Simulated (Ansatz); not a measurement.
SnO2: equation of state with r2SCAN

The system is SnO2.

```
CELL_PARAMETERS angstrom
1.61709 0.93363 4.80059
-1.61709 0.93363 4.80059
0.00000 -1.86726 4.80059
ATOMIC_POSITIONS crystal
Sn 0.50000 0.50000 0.50000
O 0.76283 0.76283 0.76283
O 0.23717 0.23717 0.23717
```

Measurements of this composition are mostly on another form, of space group No. 136.

| Quantity | Value |
| --- | --- |
| Program | Ansatz 0.2.0 |
| Task | equation of state |
| Functional | r2SCAN |
| Potentials or basis | Ansatz PAW |
| Cutoff | 500 eV |
| Density cutoff | 2000 eV |
| k mesh | 10 × 10 × 10 |
| Occupations | fermi-dirac, width 0.05 eV |
| Spin | no spin polarisation |

```json
{
 "Equilibrium volume": "13.83 Å³/atom",
 "Bulk modulus at fixed shape and positions": "171 GPa",
 "Pressure derivative of the bulk modulus": "4.8"
}
```

Energy against volume, from the lowest point:
| volume (Å³/atom) | energy (meV/atom) |
| --- | --- |
| 13.626 | 1.36 |
| 13.916 | 0.00 |
| 14.206 | 4.88 |
| 14.496 | 15.32 |
| 14.785 | 30.66 |
| 15.075 | 50.36 |
| 15.365 | 73.92 |

All runs of the series together: 40 s on 2 threads of Arm Neoverse V2 (shared host).

Caveat: the cell was scaled at fixed shape and fractional positions, which overstates the stiffness of a crystal with free parameters, most of all of layers and chains; the PAW data sets were made with another functional, which shifts forces and pressure a little.
